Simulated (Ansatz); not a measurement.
The system is MnS.

```xyz
2
Lattice="0.0000 2.6045 2.6045 2.6045 0.0000 2.6045 2.6045 2.6045 0.0000" Properties=species:S:1:pos:R:3 pbc="T T T"
Mn    0.0000    0.0000    0.0000
S     2.6045    2.6045    2.6045
```

Base run:

| Property | Result |
| --- | --- |
| Program | Ansatz 0.2.0 |
| Functional | r2SCAN |
| Potentials or basis | Ansatz PAW |
| Cutoff | 500 eV (not typed: the program's choice for these potentials) |
| k mesh | 9 × 9 × 9 |
| Occupations | fermi-dirac, width 0.05 eV |
| Spin | collinear spin, ferromagnetic start |
| Starting moments | [4.0, 0.0] μB |

Its results: band gap on the k mesh none (metal or under the smearing width); pressure 0.5 GPa; net moment 4.98 μB per cell; site moments Mn +4.45; S +0.18 μB.

Question: The run is repeated on the same cell with these changes: functional from r2SCAN to BLYP; cutoff from 500 eV (not typed: the program's choice for these potentials) to 420 eV (not typed: the program's choice for these potentials). What comes out?

Answer: Band gap on the k mesh none (metal or under the smearing width); pressure 1.4 GPa; net moment 4.64 μB per cell; site moments Mn +4.15; S +0.17 μB.

Caveats: a cell with one magnetic atom can't hold antiferromagnetic order, which such compounds often take; semilocal functionals often make such compounds metallic where correlation or magnetic order opens a gap, which also shifts bond lengths; the PAW data sets come from PBE, with cores solved anew for the run's functional, which leaves a small shift of forces and pressure; the magnetic or orbital state may not be the lowest (some runs).
